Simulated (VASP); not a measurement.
# NiO (Fm-3m) in VASP: settings compared

Aim: see how the results for NiO move with the level of theory and the settings. Levels: PBE, r2SCAN. Tasks: relaxation of cell and atoms.

Program: VASP 6.6.1. These are calculated values, not measurements. Logs are shortened: lines on timing, memory, paths and dates and some standing lists are left out, and cuts for length are marked.

### Step 1. The crystal as given

It takes space group Fm-3m (No. 225, cubic). The conventional cell has a = 4.172 Å, b = 4.172 Å, c = 4.172 Å, α = 90.00°, β = 90.00°, γ = 90.00°. Ni (site symmetry m-3m) has 6 O at 2.09 Å as nearest neighbours. O (site symmetry m-3m) has 6 Ni at 2.09 Å as nearest neighbours.

### Step 2. Relaxation of cell and atoms, PBE, collinear spin, ferromagnetic start

INCAR

```
PREC = Accurate
ENCUT = 600
EDIFF = 1E-6
ISMEAR = 0
SIGMA = 0.03
LREAL = False
LASPH = True
NELM = 150
ALGO = Normal
ISIF = 3
LWAVE = False
LCHARG = False
ISPIN = 2
MAGMOM = 2 0
LORBIT = 11
LMAXMIX = 4
GGA = PE
IBRION = 2
NSW = 90
EDIFFG = -0.01
AMIX = 0.2
BMIX = 1E-4
AMIX_MAG = 0.8
BMIX_MAG = 1E-4
```

KPOINTS

```
Automatic mesh
0
Gamma
  12 12 12
```

POSCAR

```
NiO
1.0
    0.0000000000      2.0859016400      2.0859016400
    2.0859016400      0.0000000000      2.0859016400
    2.0859016400      2.0859016400      0.0000000000
Ni O
1 1
Direct
    0.0000000000      0.0000000000      0.0000000000
    0.5000000000      0.5000000000      0.5000000000
```

Potentials or basis: VASP PAW PBE potentials, release 64 (Ni, O).

Run with:

```
> cat potpaw_PBE.64/Ni/POTCAR potpaw_PBE.64/O/POTCAR > POTCAR
> mpirun -np 1 vasp_std > vasp.out
```

OUTCAR:

```text
PREC = Accurate
   ENCUT = 600
   EDIFF = 1E-6
   ISMEAR = 0
   LREAL = False
   LASPH = True
   NELM = 150
   ISIF = 3
   ISPIN = 2
   LORBIT = 11
   GGA = PE
   IBRION = 2
   NSW = 90
   EDIFFG = -0.01
   AMIX = 0.2
   AMIX_MAG = 0.8

 ion  position               nearest neighbor table
   1  0.000  0.000  0.000-   2 2.09   2 2.09   2 2.09   2 2.09   2 2.09   2 2.09
   2  0.500  0.500  0.500-   1 2.09   1 2.09   1 2.09   1 2.09   1 2.09   1 2.09

  LATTYP: Found a face centered cubic cell.
 ALAT       =     4.1718032800

  Lattice vectors:

 A1 = (   0.0000000000,   2.0859016400,   2.0859016400)
 A2 = (   2.0859016400,   0.0000000000,   2.0859016400)
 A3 = (   2.0859016400,   2.0859016400,   0.0000000000)

Analysis of symmetry for initial positions (statically):
=====================================================================
 Subroutine PRICEL returns:
 Original cell was already a primitive cell.

 Routine SETGRP: Setting up the symmetry group for a
 face centered cubic supercell.

 Subroutine GETGRP returns: Found 48 space group operations
 (whereof 48 operations were pure point group operations)
 out of a pool of 48 trial point group operations.

The static configuration has the point symmetry O_h .

Analysis of symmetry for dynamics (positions and initial velocities):
=====================================================================
 Subroutine PRICEL returns:
 Original cell was already a primitive cell.

 Routine SETGRP: Setting up the symmetry group for a
 face centered cubic supercell.

 Subroutine GETGRP returns: Found 48 space group operations
 (whereof 48 operations were pure point group operations)
 out of a pool of 48 trial point group operations.

The dynamic configuration has the point symmetry O_h .

Analysis of structural, dynamic, and magnetic symmetry:
=====================================================================
 Subroutine PRICEL returns:
 Original cell was already a primitive cell.

 Routine SETGRP: Setting up the symmetry group for a
 face centered cubic supercell.

 Subroutine GETGRP returns: Found 48 space group operations
 (whereof 48 operations were pure point group operations)
 out of a pool of 48 trial point group operations.

The overall configuration has the point symmetry O_h .

 Subroutine INISYM returns: Found 48 space group operations
 (whereof 48 operations are pure point group operations),
 and found     1 'primitive' translations

----------------------------------------------------------------------------------------

                                     Primitive cell

  volume of cell :      18.1515

  direct lattice vectors                    reciprocal lattice vectors
     0.000000000  2.085901640  2.085901640    -0.239704495  0.239704495  0.239704495
     2.085901640  0.000000000  2.085901640     0.239704495 -0.239704495  0.239704495
     2.085901640  2.085901640  0.000000000     0.239704495  0.239704495 -0.239704495

  length of vectors
     2.949910389  2.949910389  2.949910389     0.415180365  0.415180365  0.415180365

  position of ions in fractional coordinates (direct lattice)
     0.000000000  0.000000000  0.000000000
     0.500000000  0.500000000  0.500000000

  ion indices of the primitive-cell ions
   primitive index   ion index
                 1           1
                 2           2

----------------------------------------------------------------------------------------

 KPOINTS: Automatic mesh

Automatic generation of k-mesh.
 Grid dimensions read from file:
 generate k-points for:   12   12   12

 Generating k-lattice:

  Cartesian coordinates                     Fractional coordinates (reciprocal lattice)
    -0.019975375  0.019975375  0.019975375     0.083333333  0.000000000  0.000000000
     0.019975375 -0.019975375  0.019975375     0.000000000  0.083333333  0.000000000
     0.019975375  0.019975375 -0.019975375     0.000000000  0.000000000  0.083333333

  Length of vectors
     0.034598364  0.034598364  0.034598364

  Shift w.r.t. Gamma in fractional coordinates (k-lattice)
     0.000000000  0.000000000  0.000000000

 Subroutine IBZKPT returns following result:
 ===========================================

 Found     72 irreducible k-points:

 Following reciprocal coordinates:
            Coordinates               Weight
  0.000000  0.000000  0.000000      1.000000
  0.083333  0.000000  0.000000      8.000000
  0.166667  0.000000  0.000000      8.000000
  0.250000  0.000000  0.000000      8.000000
  0.333333  0.000000  0.000000      8.000000
  0.416667  0.000000  0.000000      8.000000
[... 16 lines left out ...]
  0.500000  0.166667  0.000000     24.000000
 -0.416667  0.166667  0.000000     24.000000
 [... further k-points ...]
   k-points           NKPTS =     72   k-points in BZ     NKDIM =     72   number of bands    NBANDS=     13
   number of dos      NEDOS =    301   number of ions     NIONS =      2
   total plane-waves  NPLWV =  13824
   dimension x,y,z NGX =    24 NGY =   24 NGZ =   24
   dimension x,y,z NGXF=    48 NGYF=   48 NGZF=   48
   ions per type =               1   1
   NGX,Y,Z   is equivalent  to a cutoff of  13.53, 13.53, 13.53 a.u.
   NGXF,Y,Z  is equivalent  to a cutoff of  27.05, 27.05, 27.05 a.u.
 SYSTEM =  unknown system
   PREC   = accura    normal or accurate (medium, high low for compatibility)
   ISTART =      0    job   : 0-new  1-cont  2-samecut
   ICHARG =      2    charge: 1-file 2-atom 10-const
   ISPIN  =      2    spin polarized calculation?
   LNONCOLLINEAR =      F non collinear calculations
   LSORBIT =      F    spin-orbit coupling
   LASPH  =      T    aspherical Exc in radial PAW
   ENCUT  =  600.0 eV  44.10 Ry    6.64 a.u.   5.89  5.89  5.89*2*pi/ulx,y,z
   NELM   =    150;   NELMIN=  2; NELMDL= -5     # of ELM steps
   EDIFF  = 0.1E-05   stopping-criterion for ELM
   LREAL  =      F    real-space projection
   EDIFFG = -.1E-01   stopping-criterion for IOM
   NSW    =     90    number of steps for IOM
   IBRION =      2    ionic relax: 0-MD 1-quasi-New 2-CG
   NFREE  =      1    steps in history (QN), initial steepest desc. (CG)
   ISIF   =      3    stress and relaxation
   ISYM   =      2    0-nonsym 1-usesym 2-fastsym
   POTIM  = 0.5000    time-step for ionic-motion
   TEBEG  =    0.0;   TEEND  =   0.0 temperature during run
   PSTRESS=    0.0 pullay stress
   NELECT =      16.0000    total number of electrons
   NUPDOWN=      -1.0000    fix difference up-down
   EMIN   =  10.00;   EMAX   =-10.00  energy-range for DOS
   EFERMI =   0.00;   METHOD = LEGACY
   ISMEAR =     0;   SIGMA  =   0.03  broadening in eV -4-tet -1-fermi 0-gaus
   EFERMI_NEDOS =   21; number of points for ismear=-14 and -15
   IALGO  =     38    algorithm
   IMIX   =      4    mixing-type and parameters
     AMIX     =   0.20;   BMIX     =  0.00
     AMIX_MAG =   0.80;   BMIX_MAG =  0.00
  volume/ion in A,a.u.               =       9.08        61.25
  Fermi-wavevector in a.u.,A,eV,Ry     =   1.569680  2.966264 33.523312  2.463894
  Thomas-Fermi vector in A             =   2.671526
   LORBIT       =     11    0 simple, 1 ext, 2 COOP (PROOUT), +10 PAW based schemes
   GGA     = PE    functional components
   LHFCALC =     F    Hartree Fock is set to
   AEXX    =    0.0000 exact exchange contribution
   IVDW    =     0    specifies the selected vdW correction
   LEPSILON=     F    determine dielectric tensor
   LRPA    =     F    only Hartree local field effects (RPA)
 conjugate gradient relaxation of ions
 spin polarized calculation
 Gauss-broadening in eV      SIGMA  =   0.03
  energy-cutoff  :      600.00
  volume of cell :       18.15
 maximum number of plane-waves:       620
   NGX = 11   NGY = 11   NGZ = 11

--------------------------------------- Ionic step        1  -------------------------------------------

 number of electron      16.0000001 magnetization       1.6492118

 Free energy of the ion-electron system (eV)
  ---------------------------------------------------
  ext. energy  EPLUGINS =         0.00000000
  ---------------------------------------------------
  free energy    TOTEN  =       -11.47184434 eV

  energy without entropy =      -11.47121067  energy(sigma->0) =      -11.47152750

------------------------ aborting loop because EDIFF is reached ----------------------------------------

  FORCE on cell =-STRESS in cart. coord.  units (eV):
  Direction    XX          YY          ZZ          XY          YZ          ZX
  --------------------------------------------------------------------------------------
  -------------------------------------------------------------------------------------
  Total        0.5128596      0.5128596      0.5128596      0.0000000      0.0000000      0.0000000
  in kB       45.2686597     45.2686597     45.2686597      0.0000000      0.0000000      0.0000000
  external PRESSURE =      45.2686597 kB  Pullay stress =       0.0000000 kB
[... 57 lines left out ...]
  energy  without entropy=      -11.4781653786  energy(sigma->0) =      -11.47840761

--------------------------------------- Ionic step        3  -------------------------------------------

 number of electron      16.0000014 magnetization       1.7838253

 Free energy of the ion-electron system (eV)
  ---------------------------------------------------
  ext. energy  EPLUGINS =         0.00000000
  ---------------------------------------------------
  free energy    TOTEN  =       -11.47914368 eV

  energy without entropy =      -11.47849770  energy(sigma->0) =      -11.47882069

 E-fermi :   7.5015     XC(G=0): -12.5305

 val. band max:        7.4877334069   @ k =   0.3333   0.2500   0.0000
 cond. band min:       7.5118128998   @ k =   0.5000   0.0833   0.0000
 fundamental gap:      0.0240794929
 Fermi energy:         7.5015391215

 spin component 1

 k-point     1 :       0.0000    0.0000    0.0000
  band No.  band energies     occupation
      1     -12.5934      1.00000
      2       4.3943      1.00000
      3       4.3944      1.00000
      4       4.6468      1.00000
      5       4.6468      1.00000
      6       4.6468      1.00000
      7       4.9110      1.00000
      8       4.9110      1.00000
      9       4.9110      1.00000
     10       8.9264      0.00000
     11      25.3040      0.00000
     12      26.2581      0.00000
     13      26.2581      0.00000
[... 353 lines left out ...]
 k-point    24 :      -0.4167    0.1667    0.0000
  band No.  band energies     occupation
      1     -11.2437      1.00000
      2      -0.0009      1.00000
      3       1.7440      1.00000
      4       1.8586      1.00000
      5       5.3837      1.00000
      6       5.5768      1.00000
      7       6.0036      1.00000
      8       6.7986      1.00000
      9       7.4860      0.76821
     10      14.4839      0.00000
     11      16.8853      0.00000
     12      19.5936      0.00000
     13      21.9666      0.00000

 [... further k-points ...]

 spin component 2

 k-point     1 :       0.0000    0.0000    0.0000
  band No.  band energies     occupation
      1     -12.1452      1.00000
      2       5.1629      1.00000
      3       5.1629      1.00000
      4       5.1629      1.00000
      5       5.7356      1.00000
      6       5.7359      1.00000
      7       5.7359      1.00000
      8       6.9816      1.00000
      9       6.9819      1.00000
     10       9.2786      0.00000
     11      25.2405      0.00000
     12      26.4724      0.00000
     13      26.4725      0.00000
[... 397 lines left out ...]
  FREE ENERGIE OF THE ION-ELECTRON SYSTEM (eV)
  ---------------------------------------------------
  free  energy   TOTEN  =       -11.4791436801 eV

  energy  without entropy=      -11.4784977011  energy(sigma->0) =      -11.47882069

 reached required accuracy - stopping structural energy minimisation

 total charge

# of ion       s       p       d       tot
------------------------------------------
    1        0.324   0.386   8.227   8.937
    2        1.553   3.414   0.000   4.967
--------------------------------------------------
tot          1.877   3.800   8.227  13.904

 magnetization (x)

# of ion       s       p       d       tot
------------------------------------------
    1        0.011   0.015   1.440   1.466
    2        0.027   0.246   0.000   0.273
--------------------------------------------------
tot          0.039   0.261   1.440   1.740
```

It took 31 s on 1 thread of Intel Xeon 6975P-C (Granite Rapids), shared host; peak memory 0.18 GiB.

Results:

```
Free energy                                           : -11.4791 eV
Relaxed volume                                        : 9.34 Å³/atom
Relaxed cell                                          : a = 2.978 Å, b = 2.978 Å, c = 2.978 Å, α = 60.00°, β = 60.00°, γ = 60.00°
Space group after relaxing (to 0.05 Å)                : Fm-3m (No. 225)
Energy gained by relaxing                             : 3.6 meV/atom
Ionic steps                                           : 3
Pressure after relaxing                               : -0.1 GPa
Band gap on the k mesh                                : none (metal or under the smearing width)
Net moment                                            : 1.78 μB per cell
Site moments                                          : Ni +1.47; O +0.27 μB
Valence electrons inside the program's atomic spheres : Ni 8.94; O 4.97
```

The path:
| step | energy change (eV) | largest force (eV/Å) | pressure (GPa) | volume (Å³) |
| --- | --- | --- | --- | --- |
| 1 | 0.0000 | 0.0000 | 4.53 | 18.15 |
| 2 | -0.0068 | 0.0000 | -1.16 | 18.83 |
| 3 | -0.0073 | 0.0000 | -0.12 | 18.68 |

Final structure:
```
Ni O
1.0
     0.00000    2.10609    2.10609
     2.10609    0.00000    2.10609
     2.10609    2.10609    0.00000
Ni O
1 1
Direct
  0.00000 0.00000 0.00000
  0.50000 0.50000 0.50000
```

Caveat: a cell with one magnetic atom can't hold antiferromagnetic order, which such compounds often take; semilocal functionals often make such compounds metallic where correlation or magnetic order opens a gap, which also shifts bond lengths.

### Step 3. Relaxation of cell and atoms, PBE, collinear spin, ferromagnetic start

This run uses another cell than the first one, of 9.34 Å³/atom, 1.029 times its volume.

INCAR: that of step 2 with these lines changed.

```diff
@@ -2,3 +2,3 @@
 ENCUT = 600
-EDIFF = 1E-6
+EDIFF = 1E-7
 ISMEAR = 0
@@ -19,3 +19,3 @@
 NSW = 90
-EDIFFG = -0.01
+EDIFFG = -0.005
 AMIX = 0.2
```

KPOINTS is that of step 2.

POSCAR

```
NiO                                     
1.0
    0.0000000000      2.1060867199      2.1060867199
    2.1060867199      0.0000000000      2.1060867199
    2.1060867199      2.1060867199      0.0000000000
  Ni              O             
     1     1
Direct
     0.0000000000000000    0.0000000000000000    0.0000000000000000
     0.5000000000000000    0.5000000000000000    0.5000000000000000
```

Potentials or basis: VASP PAW PBE potentials, release 64 (Ni, O).

Run with:

```
> cat potpaw_PBE.64/Ni/POTCAR potpaw_PBE.64/O/POTCAR > POTCAR
> mpirun -np 1 vasp_std > vasp.out
```

Wall time 16 s (1 thread of Intel Xeon 6975P-C (Granite Rapids), shared host); peak memory 0.17 GiB.

Results (log left out):

```
Free energy                                           : -11.4804 eV
Pressure after relaxing                               : 0.1 GPa
Band gap on the k mesh                                : none (metal or under the smearing width)
Net moment                                            : 1.79 μB per cell
Site moments                                          : Ni +1.47; O +0.27 μB
Valence electrons inside the program's atomic spheres : Ni 8.94; O 4.97
```

Final structure:
```
Ni O
1.0
     0.00000    2.10609    2.10609
     2.10609    0.00000    2.10609
     2.10609    2.10609    0.00000
Ni O
1 1
Direct
  0.00000 0.00000 0.00000
  0.50000 0.50000 0.50000
```

Levels at points of the mesh, in eV from the Fermi level:
Spin up:
```tsv
k point	band 5	band 6	band 7	band 8	band 9	band 10	band 11	band 12	band 13
(0.00, 0.00, 0.00)	-2.85	-2.85	-2.59	-2.59	-2.59	1.43	17.80	18.76	18.76
(0.50, 0.00, 0.00)	-1.94	-1.94	-1.41	0.25	0.25	5.57	9.75	13.87	13.87
(0.50, 0.50, 0.00)	-3.41	-2.79	-2.28	-1.64	-1.64	5.99	10.44	12.14	16.33
```
Spin down:
```tsv
k point	band 3	band 4	band 5	band 6	band 7	band 8	band 9	band 10	band 11	band 12
(0.00, 0.00, 0.00)	-2.34	-2.34	-1.77	-1.77	-1.77	-0.52	-0.52	1.78	17.74	18.97
(0.50, 0.00, 0.00)	-4.59	-4.59	-0.91	-0.91	-0.55	2.21	2.21	5.74	10.28	14.16
(0.50, 0.50, 0.00)	-3.65	-3.65	-2.69	-0.73	-0.73	-0.11	0.38	6.45	10.79	12.40
```

Caveat: the relaxation stopped at its first step, so nothing moved; a cell with one magnetic atom can't hold antiferromagnetic order, which such compounds often take; semilocal functionals often make such compounds metallic where correlation or magnetic order opens a gap, which also shifts bond lengths. With open d or f shells a metallic result of PBE can be an artefact of self-interaction; +U or a hybrid may open a gap.

(Continued in part 2 of 2.)
